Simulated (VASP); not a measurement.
Here is a VASP 6.6.1 calculation.

File POSCAR:

```
SiC
1.0
    0.0000000000      2.1790000000      2.1790000000
    2.1790000000      0.0000000000      2.1790000000
    2.1790000000      2.1790000000      0.0000000000
Si C
1 1
Direct
    0.0000000000      0.0000000000      0.0000000000
    0.7500000000      0.7500000000      0.7500000000
```

File INCAR.step1:

```
SYSTEM = SiC
  ALGO = Normal
  EDIFF = 1E-6
  ENCUT = 900
  GGA = PE
  ISIF = 2
  ISMEAR = -1
  LASPH = .True.
  LCHARG = .True.
  LREAL = .False.
  LWAVE = .False.
  NELM = 80
  PREC = Accurate
  SIGMA = 0.05
```

Contents of KPOINTS.step1:

```
k-points
0
Gamma
  10 10 10
  0 0 0
```

File INCAR.step2:

```
SYSTEM = SiC
  ALGO = Normal
  EDIFF = 1E-6
  ENCUT = 900
  GGA = PE
  ICHARG = 11
  ISIF = 2
  ISMEAR = 0
  LASPH = .True.
  LCHARG = .False.
  LREAL = .False.
  LWAVE = .False.
  NELM = 80
  PREC = Accurate
  SIGMA = 0.05
```

The input KPOINTS.step2:

```
path GXWKGLUWLK,UX
20
line-mode
reciprocal
 0.0000000000  0.0000000000  0.0000000000  G
 0.5000000000  0.0000000000  0.5000000000  X

 0.5000000000  0.0000000000  0.5000000000  X
 0.5000000000  0.2500000000  0.7500000000  W

 0.5000000000  0.2500000000  0.7500000000  W
 0.3750000000  0.3750000000  0.7500000000  K

 0.3750000000  0.3750000000  0.7500000000  K
 0.0000000000  0.0000000000  0.0000000000  G

 0.0000000000  0.0000000000  0.0000000000  G
 0.5000000000  0.5000000000  0.5000000000  L

 0.5000000000  0.5000000000  0.5000000000  L
 0.6250000000  0.2500000000  0.6250000000  U

 0.6250000000  0.2500000000  0.6250000000  U
 0.5000000000  0.2500000000  0.7500000000  W

 0.5000000000  0.2500000000  0.7500000000  W
 0.5000000000  0.5000000000  0.5000000000  L

 0.5000000000  0.5000000000  0.5000000000  L
 0.3750000000  0.3750000000  0.7500000000  K

 0.6250000000  0.2500000000  0.6250000000  U
 0.5000000000  0.0000000000  0.5000000000  X
```

Potentials or basis: VASP PAW PBE potentials, release 64 (Si_GW, C_GW).

The run is started by

```bash
$ cat potpaw_PBE.64/Si_GW/POTCAR potpaw_PBE.64/C_GW/POTCAR > POTCAR
$ cp INCAR.step1 INCAR
$ cp KPOINTS.step1 KPOINTS
$ mpirun -np 1 vasp_std > vasp.out
$ cp INCAR.step2 INCAR
$ cp KPOINTS.step2 KPOINTS
$ mpirun -np 1 vasp_std > vasp.out
```

(1) Predict the band gap on the k mesh.

(2) Predict the band gap along the path.

Answers

(1) 1.36 eV, indirect (least direct gap 4.54 eV).

(2) 1.36 eV, indirect (least direct gap 4.55 eV).

Caveat: the log is that of the step along the path at fixed density, whose energy, stress, charges and moments have no meaning.

**The experiment to reproduce.**

From “Insight into the structural, elastic and electronic properties of a new orthorhombic 6O-SiC polytype”, 2020, pmc:7200658, for a bulk crystal of SiC: band gap 2.4 eV (indirect).

A measured gap of SiC is 2.4 eV (indirect; quoted in “Insight into the structural, elastic and electronic properties of a new orthorhombic 6O-SiC polytype”, 2020, pmc:7200658); the calculated 1.36 eV misses it by -1.04 eV. The value is that of PBE, without temperature or zero-point motion. Semilocal functionals fall short of measured gaps as a rule.
